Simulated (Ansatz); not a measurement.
# In (100): surface energy and levels

Computed with Ansatz 0.2.0 (DFT PBE, scalar-relativistic, plane waves, PAW, unless a step's input says otherwise).

## Step 1: The structure to begin with

The structure is tetragonal, space group I4/mmm (No. 139). The conventional cell has a = 3.390 Å, b = 3.390 Å, c = 4.785 Å, α = 90.00°, β = 90.00°, γ = 90.00°. In (site symmetry 4/mmm) is surrounded by 12 In at 3.39 Å.

As a file:

```
In
1.0
    -1.69510    1.69510    2.39225
     1.69510   -1.69510    2.39225
     1.69510    1.69510   -2.39225
In
1
Direct
  0.00000 0.00000 0.00000
```

It is the result of an earlier relaxation at this level (volume 27.50 Å³/atom; gap on the mesh: none (metal)).

Bulk energy on matching settings, from an earlier run: -5597.8392 eV/atom.

## Step 2: The (100) slab

Miller indices refer to the conventional cell of the relaxed bulk, I4/mmm (No. 139): a = 3.390 Å, b = 3.390 Å, c = 4.785 Å, α = 90.00°, β = 90.00°, γ = 90.00°.

The slab is a (100) slab of 4 planes, 5.1 Å thick as cut, with 15 Å of vacuum; its outer planes are In (top) and In (bottom).

The slab as cut. Layers, bottom to top:

```csv
plane,atoms per cell,height over the lowest (Å)
1,In,0.00
2,In,1.70
3,In,3.39
4,In,5.09
```

## Step 3: The slab as cut, atoms at the bulk's places

A dipole layer in the vacuum cancels the field that periodic copies would set up if the slab's two faces differ.

The input, input.yaml:

```yaml
crystal:
  lattice:
    - [3.3901945595, 0.0, 0.0]
    - [0.0, 4.784500637, 0.0]
    - [0.0, 0.0, 20.0852918393]
  atoms:
    - { symbol: In, position: [0.5, 0.5, 0.3734075691] }
    - { symbol: In, position: [0.0, 0.0, 0.457802523] }
    - { symbol: In, position: [0.5, 0.5, 0.542197477] }
    - { symbol: In, position: [0.0, 0.0, 0.6265924309] }
basis:
  ecutwfc: 420
kpoints:
  mp_grid: { grid: [10, 7, 1] }
hamiltonian:
  xc: pbe
scf:
  occupations: { method: gaussian, width: 0.1 }
output:
  forces: true
  stress: true
  eigenvalues: true
  write_density: true
  write_potential: true
  elf: true
  volumetric_format: npy
efield:
  axis: 3
  dipole_correction: true
```

Run with:

```
> ansatz run input.yaml --threads 1 --pin off --max-ram 2560MiB --backend cpu --events-out ev --progress --plain --runs-dir out
```

Q: Estimate wall time and peak memory on 1 thread of Arm Neoverse V2, shared host.

About 22 s, with a peak of 0.5 GiB.
